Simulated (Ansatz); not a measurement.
# BeS2 and its competing phases

Method: Ansatz, DFT PBE, scalar-relativistic, plane waves, PAW. All cells share a 420 eV cutoff and Γ-centred k meshes spaced at most about 0.3 Å⁻¹ (about 0.25 or finer for metals, 2π included). No spin polarisation.

Formation energies are uncorrected and refer to the elements' standard structures at the same level.

These are static total energies at zero pressure. The reference form of S is held partly by dispersion forces, which this level lacks.

The competitors are the elements and 1 reference phase of this chemical system (from databases or known types: BeS), relaxed at the same level; other known phases may be missing.

The candidate was reached from: random cell.

```xyz
3
Lattice="-2.2121 2.2121 2.4953 2.2121 -2.2121 2.4953 2.2121 2.2121 -2.4953" Properties=species:S:1:pos:R:3 pbc="T T T"
Be    0.0000    0.0000    0.0000
S     0.0000    2.2121    0.0000
S     2.2121    0.0000    0.0000
```

Problem. Into what would it decompose?

Solution. Its formation energy is 0.185 eV/atom. The lowest competing mixture at this composition is this:

| phase | space group | source | share of atoms | ΔE_f (eV/atom) |
| --- | --- | --- | --- | --- |
| S | - | element | 0.3333 | -0.0011 |
| BeS | F-43m (No. 216) | COD | 0.6667 | -1.070 |

The lowest database cell of S (-0.0011) lies slightly below the reference, hence the non-zero entry.

The mixture lies at -0.714 eV/atom, and the candidate lies 0.90 eV/atom above it. The candidate matches no cell in the subsets of the Crystallography Open Database and the Materials Project at hand. A phase this far over the hull is unlikely to be made.
